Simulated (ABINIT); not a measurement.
A calculation with ABINIT 10.8.3 (patched build) of Si (native input, structure from a POSCAR):

File run.abi:

```
# Pseudopotentials
pp_dirpath "./"
pseudos "Si.GGA_PBE-JTH.xml"

# Structure
structure "poscar:POSCAR"
natom 1

# Plane-wave basis
ecut 408.170794 eV
pawecutdg 30.0
pawxcdev 0

# k points
kptopt 1
ngkpt 13 13 13
nshiftk 1
shiftk 0.0 0.0 0.0

# Exchange and correlation
ixc 11

# Bands and occupations
nband 6
occopt 3
tsmear 0.00183747

# SCF cycle
nstep 100
tolvrs 1.0e-9

# Output
iomode 3
prtwf 0
prteig 0
prtebands 0
enunit 2
prtden 1
prtvha 1
prtvclmb 1
prtpot 1
```

Contents of POSCAR:

```
Si
1.0
   -1.6269149300      1.6269149300      1.3203298500
    1.6269149300     -1.6269149300      1.3203298500
    1.6269149300      1.6269149300     -1.3203298500
Si
1
Direct
    0.0000000000      0.0000000000      0.0000000000  Si
```

Potentials or basis: JTH PAW PBE v2.0.

Command:

```console
$ abinit run.abi > log 2>&1
```

This isn't the form of Si at room conditions, which is diamond.

Q: Write the same calculation in another form: ASE script, structure from a POSCAR.

A: As run:

run.py

```python
import json, os
import numpy as np
from ase.units import GPa
from ase.calculators.abinit import Abinit, AbinitProfile
from ase.io import read

atoms = read('POSCAR')

profile = AbinitProfile(command='abinit', pp_paths=[os.path.abspath('pseudos')])
params = dict(
    pps='pawxml', xc='PBE',
    ecut=408.1708,
    pawecutdg=816.3416,
    pawxcdev=0,
    kptopt=1,
    ngkpt=[13, 13, 13],
    nshiftk=1,
    shiftk=[0.0, 0.0, 0.0],
    ixc=11,
    nband=6,
    occopt=3,
    tsmear=0.05,
    nstep=100,
    tolvrs=1e-09,
    prtwf=0,
    prtden=0,
)

atoms.calc = Abinit(profile=profile, directory='run', **params)
energy = atoms.get_potential_energy()
forces = atoms.get_forces()
stress = atoms.get_stress()
print(f'energy {energy:.6f} eV')
print('forces (eV/A)')
print(np.round(forces, 5))
print('stress (GPa, Voigt, tension positive)', np.round(stress / GPa, 4))
json.dump(dict(energy=energy, forces=forces.tolist(), stress=stress.tolist(), cell=atoms.cell.tolist(), frac=atoms.get_scaled_positions(wrap=False).tolist()), open('results.json', 'w'))
```

Contents of POSCAR:

```
Si
1.0
   -1.6269149300      1.6269149300      1.3203298500
    1.6269149300     -1.6269149300      1.3203298500
    1.6269149300      1.6269149300     -1.3203298500
Si
1
Direct
    0.0000000000      0.0000000000      0.0000000000
```

Potentials or basis: JTH PAW PBE v2.0.

Launch:

```sh
$ python run.py
```

Both were run:

|  | native input, structure from a POSCAR | ASE script, structure from a POSCAR |
| --- | --- | --- |
| Pressure | 3.6 GPa | 3.6 GPa |
| Band gap on the k mesh | none (metal or under the smearing width) | none (metal or under the smearing width) |
| Valence electrons inside the program's atomic spheres | Si 1.48 (radii [1.0104] Å) | Si 1.48 (radii [1.0104] Å) |

Keys that steer only the numerical path or the files written may differ.
